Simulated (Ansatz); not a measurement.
Input:

```xyz
6
Lattice="4.5843 0.0000 0.0000 0.0000 4.5843 0.0000 0.0000 0.0000 3.1793" Properties=species:S:1:pos:R:3 pbc="T T T"
Ru     2.2922     2.2922     1.5896
Ru     0.0000     0.0000     0.0000
O      3.6945     3.6945     1.5896
O      1.4024     3.1819     0.0000
O      3.1819     1.4024     0.0000
O      0.8898     0.8898     1.5896
```

No spin polarisation.

Computed with r2SCAN/PAW in Ansatz (an electronic-structure program), no SOC. k-mesh 11×11×15 (Γ-centred); smearing 0.05 eV (Fermi–Dirac).

### Question
What is the computed pressure (mean of the normal stresses, compression positive)?

### Answer
-17.0 GPa.

### Question
What band gap does the calculation give?

### Answer
Zero.

The cells carry an imposed strain or load. Stability against distortions was not tested. No Hubbard U is applied, and correlation can decide whether such a compound is a metal. The final runs are not spin-polarised. The cell was made from RuO$_{2}$ in the rutile structure (space group P4_2/mnm, No. 136) by this change: isotropic strain +2.33 %.
